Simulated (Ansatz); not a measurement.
# How far is PAW off for Na$_{2}$S?

```
Na S
1.0
     0.00000    3.26300    3.26300
     3.26300    0.00000    3.26300
     3.26300    3.26300    0.00000
Na S
2 1
Cartesian
  1.6315 1.6315 1.6315
  4.8945 4.8945 4.8945
  0.0000 0.0000 0.0000
```

Atoms are numbered in the order listed.

The cell is COD entry 1011374, as deposited and not checked against the literature; nothing was relaxed.

Levels of theory: DFT, PBEsol, PAW with Ansatz's default frozen-core files, scalar-relativistic (Ansatz 0.2.0); DFT, PBEsol, all-electron LAPW, scalar-relativistic (Ansatz 0.2.0).

For PAW: a Γ-centred 8×8×8 k mesh, Fermi–Dirac smearing of 0.02 eV, cutoff 420 eV, no spin polarisation; the PAW files were made with PBE, and the program remakes their frozen cores for this functional. LAPW targets a basis error of 1 meV/atom. The Ansatz runs share mesh, smearing and spin set-up. Plane-wave (PAW) pressures include the program's estimate of the Pulay term.

Stress and pressure are positive in compression.

Levels count from the top of the valence band.

```json
{"quantity": "pressure (GPa)", "PAW": "-0.32", "LAPW": "-0.32"}
{"quantity": "band gap (eV)", "PAW": "2.392", "LAPW": "2.392"}
{"quantity": "highest filled level at K (eV)", "PAW": "-0.360", "LAPW": "-0.360"}
{"quantity": "lowest empty level at K (eV)", "PAW": "4.412", "LAPW": "4.412"}
{"quantity": "highest filled level at U (eV)", "PAW": "-0.360", "LAPW": "-0.360"}
{"quantity": "lowest empty level at U (eV)", "PAW": "4.412", "LAPW": "4.412"}
{"quantity": "highest filled level at X (eV)", "PAW": "-0.470", "LAPW": "-0.470"}
{"quantity": "lowest empty level at X (eV)", "PAW": "3.699", "LAPW": "3.700"}
```
